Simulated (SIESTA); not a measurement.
CuI (Marshite):

```
I Cu
1.0
     0.00000    3.03150    3.03150
     3.03150    0.00000    3.03150
     3.03150    3.03150    0.00000
I Cu
1 1
Cartesian
  0.0000 0.0000 0.0000
  4.5473 4.5473 4.5473
```

Base run:

```yaml
Program: SIESTA 5.4.2
Functional: LDA
Potentials_or_basis: PseudoDojo 0.4 standard (LDA files)
Basis: DZP (energy shift 0.003 Ry; two zetas on semicore shells)
Grid_cutoff: 800 Ry
Energy_shift: 0.003 Ry
k_mesh: 8 × 8 × 8
Occupations: fermi-dirac, width 0.05 eV
Spin: no spin polarisation
```

Its results: band gap on the k mesh 1.50 eV, direct; pressure -3.5 GPa.

The run is repeated on the same cell with these changes: functional from LDA to PBEsol; potentials or basis from PseudoDojo 0.4 standard (LDA files) to PseudoDojo 0.4 standard (PBEsol files). What comes out?

Band gap on the k mesh 1.59 eV, direct; pressure -1.6 GPa.

Caveats: short orbitals over semicore shells can move pressures by several GPa; spin-orbit coupling is left out, which moves the levels of the heavy elements; the basis of atomic orbitals isn't converged, which shifts pressures, moduli and gaps.
